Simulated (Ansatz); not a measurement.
Ansatz input file:

```yaml
crystal:
  lattice:
    - [0.0, 3.15120925, 3.15120925]
    - [3.15120925, 0.0, 3.15120925]
    - [3.15120925, 3.15120925, 0.0]
  atoms:
    - { symbol: Ba, position: [0.0, 0.0, 0.0] }
    - { symbol: S, position: [0.5, 0.5, 0.5] }
basis:
  ecutwfc: 420
kpoints:
  mp_grid: { grid: [8, 8, 8] }
hamiltonian:
  xc: pbesol
scf:
  occupations: { method: gaussian, width: 0.02 }
output:
  forces: true
  stress: true
  eigenvalues: true
```

It can be run as
```bash
ansatz run input.yaml --threads 1 --pin off --backend cpu --events-out ev --progress --plain --runs-dir out  # memory cap (--max-ram) not shown
```

Theory: DFT PBEsol, scalar-relativistic, plane waves, PAW (Ansatz 0.2.0).

Part of what the program printed, abridged (final results; tables in files aren't shown):

```
SCF 1 converged in 6 iterations: F = -6751.796278 eV  dr2 = 6.30e-8
SCF converged after 6 iterations
Free energy (F): -6751.796278 eV
Harris-Foulkes:  -6751.796278 eV  (|F-HF|=4.53e-8)
Internal energy: -6751.796278 eV  (E = F + TS)
E sigma→0 (E₀):  -6751.796278 eV
Fermi energy:    7.069687 eV
--- Per-component energies (eV) ---
  E_band       = -45.624488
  E_kinetic    = 276.968579
  E_local      = -387.376275  (includes V_loc(G=0)·N_el)
  E_nonlocal   = 86.820074
  E_hartree    = 122.363602
  E_xc         = -264.392524
  E_vxc        = -224.794013  (∫ρ·V_xc dr)
  E_paw        = -5724.677499  (= ΣΔE_a)
  E_vpaw       = -41.973585  (= ΣTr[D̂ρ^β])
  E_aug_tail   =  0.000000  (compensation charges beyond the density's cutoff)
  E_ewald      = -861.715617
  E_core_change = 0.213382  (= ΣΔE_core)
  E_smearing   =  0.000000  (= −TS)
--- Forces (eV/Å), atoms counted from 1 ---
  atom   1  Ba     0.00000000     0.00000000     0.00000000
  atom   2  S      0.00000000     0.00000000     0.00000000
--- Stress (GPa, compression-positive) ---
        0.669736       0.000000       0.000000
        0.000000       0.669736       0.000000
        0.000000       0.000000       0.669736
  P = ⅓ Tr σ = 0.6697 GPa (6.697 kbar)
--- Band table (eV; the first three rows and the last of 29) ---
  k-point 0: bands = ["-19.7124", "-4.7526", "-4.7526", "-4.7526", "-4.2737", "6.0633", "6.0633", "6.0633", "9.7671", "9.9513", "9.9513", "9.9513"]
  k-point 1: bands = ["-19.7043", "-5.1767", "-4.7591", "-4.7591", "-3.8376", "5.6428", "5.8503", "5.8503", "9.9211", "10.1839", "10.1839", "10.3848"]
  k-point 2: bands = ["-19.6844", "-5.6759", "-4.7747", "-4.7747", "-3.3074", "4.8822", "5.4279", "5.4279", "10.1042", "10.8395", "10.8395", "11.6263"]
  k-point 28: bands = ["-19.6391", "-5.4490", "-5.1634", "-5.1634", "-3.4844", "4.9222", "5.6546", "5.6546", "10.2928", "10.2928", "12.5872", "13.0908"]
```

The run converged.